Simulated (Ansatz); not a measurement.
Write the native input for Ansatz 0.2.0 that does the following.

```
Task                                : band structure
Functional                          : BLYP
Potentials or basis                 : Ansatz PAW
Cutoff                              : 420 eV (not typed: the program's choice for these potentials)
k mesh                              : 10 × 10 × 6
Occupations                         : fermi-dirac, width 0.05 eV
Spin                                : no spin polarisation
Path                                : [["G", "M", "K", "G", "A", "L", "H", "A"], ["L", "M"], ["K", "H"]]
Points for each segment of the path : 14
```

The system is Ti.

```
Ti
1.0
     2.95000    0.00000    0.00000
    -1.47500    2.55477    0.00000
     0.00000    0.00000    4.68000
Ti
2
Cartesian
  1.4750 0.8516 3.5100
  0.0000 1.7032 1.1700
```

The input as run:

input.yaml

```yaml
crystal:
  lattice:
    - [2.95, 0.0, 0.0]
    - [-1.475, 2.5547749412, 0.0]
    - [0.0, 0.0, 4.68]
  atoms:
    - { symbol: Ti, position: [0.6666666667, 0.3333333333, 0.75] }
    - { symbol: Ti, position: [0.3333333333, 0.6666666667, 0.25] }
hamiltonian:
  xc: blyp
  pseudopotentials: { kind: paw }
kpoints:
  mp_grid: { grid: [10, 10, 6] }
  band_path:
    path:
      - [[0.0, 0.0, 0.0], [0.5, 0.0, 0.0], [0.3333333333, 0.3333333333, 0.0], [0.0, 0.0, 0.0], [0.0, 0.0, 0.5], [0.5, 0.0, 0.5], [0.3333333333, 0.3333333333, 0.5], [0.0, 0.0, 0.5]]
      - [[0.5, 0.0, 0.5], [0.5, 0.0, 0.0]]
      - [[0.3333333333, 0.3333333333, 0.0], [0.3333333333, 0.3333333333, 0.5]]
    npoints: 14
scf:
  occupations: { method: fermi_dirac, width: 0.05 }
  n_extra_bands: 6
output:
  forces: true
  stress: true
  eigenvalues: true
  fatbands: false
```

Potentials or basis: Ansatz PAW.

The run is started by

```sh
$ ansatz run input.yaml --threads 2 --pin off --max-ram 5632MiB --backend cpu --events-out ev --progress --plain --runs-dir out
```

Results of the run:

The pressure is 0.9 GPa and the band gap on the k mesh is none (metal or under the smearing width).

Caveat: the PAW data sets come from PBE, with cores solved anew for the run's functional, which leaves a small shift of forces and pressure.

It took 6.9 s on 2 threads of Intel(R) Xeon(R) Processor @ 2.50GHz (Skylake/Cascade Lake) (shared host), peak memory 0.34 GiB.
